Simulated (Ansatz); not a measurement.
Structure from Materials Project entry mp-55 (possibly hypothetical), not relaxed further.

Sn: DFT, PBE, PAW with Ansatz's default frozen-core files, scalar-relativistic (Ansatz 0.2.0).

```yaml
crystal:
  lattice:
    - [-2.029189411, 2.029189411, 1.6607599896]
    - [2.029189411, -2.029189411, 1.6607599896]
    - [2.029189411, 2.029189411, -1.6607599896]
  atoms:
    - { symbol: Sn, position: [0.0, 0.0, 0.0] }
kpoints:
  mp_grid: { grid: [16, 16, 16] }
  band_path:
    path:
      - [0.0, 0.0, 0.0]
      - [0.0, 0.0, 0.5]
      - [-0.5, 0.5, 0.5]
      - [0.0, 0.0, 0.0]
      - [0.4174590337, 0.4174590337, -0.4174590337]
      - [-0.4174590337, 0.5825409663, 0.4174590337]
      - [-0.5, 0.5, 0.5]
      - [0.0, 0.0, 0.5]
      - [0.25, 0.25, 0.25]
    npoints: 8
scf:
  occupations: { method: fermi_dirac, width: 0.05 }
hamiltonian:
  xc: pbe
  pseudopotentials: { kind: paw }
output:
  forces: true
  stress: true
  eigenvalues: true
  efg: { contact_densities: true }
  populations: true
  bader: true
  dos: { projected: true, de: 0.2, e_range: [-14, 8] }
```

Output:

```
Sn: output.efg is read without spin–orbit coupling, which moves field gradients at and beside such atoms by some per cent and up to a factor of two; PAW files take it under magnetization.noncollinear and magnetization.spin_orbit
Engine: ansatz 0.2.0
Pseudopotentials: kind: paw
Pseudopotential: Sn, paw, valence charge 14, recommended cutoff 420 eV (normal)
Functional definition: PBE
  parameter kappa = 0.804
  parameter beta = 0.06672455060314922
  exchange = pbe_x(kappa = kappa, mu = beta*pi^2/3)
  correlation = pbe_c(beta = beta)
Crystal: 1 atoms, lattice volume = 27.353 Å³
Basis set: ecut = 420 eV, 545 PW (Γ), exchange–correlation on 48×48×48 points (8 copies of the dense FFT grid, shifted against one another)
Bands: 11, of which v1, the nominal top of the filled ones, is band 7 counted from 1 (6 counted from 0)
Symmetry: 16 space group operations
Space group: I4/mmm (ITA 139), of the structure as read, at distance tolerance 3.0e-5 Å
k-points: 349 of 4096
Non-local potential: Sn, projectors of the file, l = 0: 2, l = 1: 2, l = 2: 2, l = 3: 2
PAW form: soft (Blöchl's): semilocal exchange-correlation on the pseudo side does not see the compensation charge
PAW one-centre angular grid: Sn, 590 points (default); XC on 64 Gauss nodes
Initial density: superposition of atomic densities (neutral atoms: chi_scale 0, normalization atom), corrected by the library's trained network
Initial wavefunctions: pseudopotential atomic-orbital guess
Functional: x = pbe(κ = 0.804, μ = 0.2195149727645171), c = pbe(β = 0.06672455060314922)
SCF iter   1: F=—  HF=-6024.149350 eV  |F-HF|=—  |Δ(HF+E_count)|=         —  Δρ=6.62e-4  dr2=8.85e-5  ethr=1.77e-3  ⟨swp⟩=5.7  Hψ=23055  notcnv=0
preconditioner: auto → none  [metal: Δε(μ)=0.034 eV  Ē_g=23.162 eV  σ=0.050 eV  W_gap=0.17  n_scr=4 (ndim 8)  ℏωp=26.6 eV  f_vac=0.000  D(μ)=0.55/eV (n_scr^D=0)  sad-step TF]
SCF iter   2: F=—  HF=-6024.148914 eV  |F-HF|=—  |Δ(HF+E_count)|=   4.35e-4  Δρ=5.30e-4  dr2=4.27e-5  ethr=6.32e-7  ⟨swp⟩=2.3  Hψ=9003  notcnv=0
SCF iter   3: F=—  HF=-6024.148922 eV  |F-HF|=—  |Δ(HF+E_count)|=   7.28e-6  Δρ=2.34e-4  dr2=7.89e-6  ethr=3.05e-7  ⟨swp⟩=2.0  Hψ=6222  notcnv=0
SCF iter   4: F=—  HF=-6024.148929 eV  |F-HF|=—  |Δ(HF+E_count)|=   7.53e-6  Δρ=4.24e-5  dr2=3.95e-7  ethr=5.63e-8  ⟨swp⟩=2.9  Hψ=6198  notcnv=0
iter 5 did not close the SCF: its close was put off for the readings that it lacked (scf_convergence_deferred on its scf_iter line)
SCF iter   5: F=-6024.148929 eV  HF=-6024.148929 eV  |F-HF|=1.79e-8  |Δ(HF+E_count)|=   2.14e-7  Δρ=7.49e-6  dr2=1.16e-8  ethr=2.82e-9  ⟨swp⟩=2.0  Hψ=6038  notcnv=0
SCF iter   6: F=-6024.148929 eV  HF=-6024.148929 eV  |F-HF|=1.16e-9  |Δ(HF+E_count)|=   8.30e-9  Δρ=1.89e-6  dr2=6.39e-10  ethr=8.26e-11  ⟨swp⟩=2.4  Hψ=13104  notcnv=0
SCF 1 converged in 6 iterations: F = -6024.148929 eV  dr2 = 6.39e-10
  greatest PAW one-centre occupation: 0.991 electrons in one spin orbital (limit 2), on the Sn atom at site 0 (counted from 0), in its partial waves of l = 2
NSCF: frozen V_eff on 65 k-points
SCF converged after 6 iterations
Free energy (F): -6024.148929 eV
Harris-Foulkes:  -6024.148929 eV  (|F-HF|=1.16e-9)
Internal energy: -6024.144451 eV  (E = F + TS)
E sigma→0 (E₀):  -6024.146690 eV
Entropy (-TS):   -0.004478 eV (-4.478 meV/atom)
Fermi energy:    10.754474 eV
--- Per-component energies (eV) ---
  E_band       = -82.248947
  E_kinetic    = 185.984400
  E_local      = -831.961716  (includes V_loc(G=0)·N_el)
  E_nonlocal   = -32.684252
  E_hartree    = 522.806642
  E_xc         = -382.897153
  E_vxc        = -96.325780  (∫ρ·V_xc dr)
  E_paw        = -4134.834399  (= ΣΔE_a)
  E_vpaw       = -352.873763  (= ΣTr[D̂ρ^β])
  E_aug_tail   = -0.000000  (compensation charges beyond the density's cutoff)
  E_ewald      = -1350.557974
  E_smearing   = -0.004478  (= −TS)
  E_closure    = 0.000000  (closes the sum)
  Σ components = -6024.148929   (vs F -6024.148929, Δ=0.00e0)
--- Forces (eV/Å), atoms counted from 1 ---
  atom   1  Sn     0.00000000     0.00000000     0.00000000
  max |Σ_I F_I| component: 1.58e-30 eV/Å
--- Stress (GPa, compression-positive) ---
        0.708747       0.000000       0.000000
        0.000000       0.708747       0.000000
       -0.000000       0.000000       1.559642
  P = ⅓ Tr σ = 0.9924 GPa (9.924 kbar)
--- PAW observables at the nuclei: V_zz in 10²¹ V/m², potentials from the cell's mean, atoms counted from 1 ---
  atom   1  Sn V_zz =    +1.116083   η = 0.0000   by run symmetry: allowed
            electrostatic potential = -8174.472136 V   contact ρ = 1236434.762345 e/Å³
--- Band table (eV; the first three rows and the last of 349) ---
  k-point 0: bands = ["-10.8263", "-10.7500", "-10.7500", "-10.7471", "-10.6354", "-0.3031", "17.5052", "17.5052", "20.0738", "20.9702", "22.1232"]
  k-point 1: bands = ["-10.8223", "-10.7509", "-10.7487", "-10.7441", "-10.6371", "-0.2298", "16.5226", "17.5593", "19.8226", "21.3879", "22.3784"]
  k-point 2: bands = ["-10.8111", "-10.7535", "-10.7534", "-10.7273", "-10.6419", "-0.0099", "14.7285", "17.7129", "19.2274", "21.6785", "22.3775"]
  k-point 348: bands = ["-10.8588", "-10.7966", "-10.6068", "-10.6068", "-10.5768", "7.3441", "9.1745", "9.1745", "13.2652", "13.7884", "16.8234"]
--- Löwdin populations: 1 site ---
  site symbol       q [e]
     0     Sn     13.9621
  spilling = 0.002710 (of n_electrons = 14.000000)
--- Bader charges: 1 site ---
  site symbol  charge [e]  shift [e]
     0     Sn      0.0000     0.0000
  estimated error of the sums over rays = 6.9e-7 e
```

populations.tsv:

```
# site	symbol	l	j	q
# orbitals = lowdin
# n_electrons = 14.000000
# spilling = 0.002710
0	Sn	0_5S	-	1.706450
0	Sn	1_5P	-	2.260564
0	Sn	2_4D	-	9.995044
```

bader_charges.tsv:

```
# site	symbol	x_ang	y_ang	z_ang	partial_charge_e	electrons	volume_ang3	relative_density_drop	shared_charge_e	partial_wave_shift_e
# quadrature_error_electrons = 6.9e-7
0	Sn	0.0000	0.0000	0.0000	0.00000	50.00000	27.35	-	0.00000	0.00000
```
